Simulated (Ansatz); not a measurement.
# C: the cost of one run

Method: DFT PBE, scalar-relativistic, plane waves, PAW, in Ansatz 0.2.0.

A COD entry behind a cell of this session may itself be a prediction, so a difference from it is no test against experiment.

2 further runs of the same task are left out: 2 set aside as unsound or not needed.

### Step 1. The system as given

The structure is hexagonal, space group P6_3/mmc (No. 194). Conventional cell: a = 2.518 Å, b = 2.518 Å, c = 8.305 Å, α = 90.00°, β = 90.00°, γ = 120.00°. C (site symmetry 3m) has 4 C at 1.54 Å as nearest neighbours. C (site symmetry 3m) has 4 C at 1.54 to 1.57 Å as nearest neighbours.

As a file:

```
CELL_PARAMETERS angstrom
2.51802 0.00000 0.00000
-1.25901 2.18067 0.00000
0.00000 0.00000 8.30459
ATOMIC_POSITIONS crystal
C 0.00000 0.00000 0.09297
C 0.00000 0.00000 0.59297
C 0.00000 0.00000 0.40703
C 0.00000 0.00000 0.90703
C 0.33333 0.66667 0.15553
C 0.66667 0.33333 0.65553
C 0.33333 0.66667 0.34447
C 0.66667 0.33333 0.84447
```

This cell was relaxed beforehand with the same method: volume 5.70 Å³/atom, gap on the mesh 4.54 eV.

### Step 2. The reference cell

Reference values: F = -2006.3901 eV; pressure 0.01 GPa; largest force 0.000 eV/Å; gap on the mesh 4.54 eV. It was computed beforehand with the settings of the runs below.

### Step 3. Next: random displacements

All atoms are moved at random with no net shift, in some cells together with a random strain.

### Step 4. rms move = 0.117 Å

File input.yaml:

```yaml
crystal:
  lattice:
    - [2.5180184915, 0.0, 0.0]
    - [-1.2590092457, 2.1806679808, 0.0]
    - [0.0, 0.0, 8.3045881819]
  atoms:
    - { symbol: C, position: [-0.019535827, -0.0626525361, 0.0904355284] }
    - { symbol: C, position: [-0.0307894501, 0.0441036278, 0.5871343067] }
    - { symbol: C, position: [0.0124764065, 0.0175546694, 0.4112228654] }
    - { symbol: C, position: [0.0574043095, 0.0055830552, 0.9125756497] }
    - { symbol: C, position: [0.3220616971, 0.6765562193, 0.1692530075] }
    - { symbol: C, position: [0.6554579775, 0.3384069273, 0.6449117938] }
    - { symbol: C, position: [0.3052507611, 0.6335059493, 0.3441985592] }
    - { symbol: C, position: [0.6976741255, 0.3469420879, 0.8402682893] }
basis:
  ecutwfc: 420
kpoints:
  mp_grid: { grid: [12, 12, 4] }
hamiltonian:
  xc: pbe
scf:
  occupations: { method: gaussian, width: 0.05 }
output:
  forces: true
  stress: true
  eigenvalues: true
```

Launch:

```bash
$ ansatz run input.yaml --threads 2 --pin off --max-ram 5120MiB --backend cpu --events-out ev --progress --plain --runs-dir out
```

Q: Estimate wall time and peak memory on 2 threads of Intel Xeon at 2.50GHz (Skylake/Cascade Lake), shared host.

About 34 s, with a peak of 0.58 GiB.
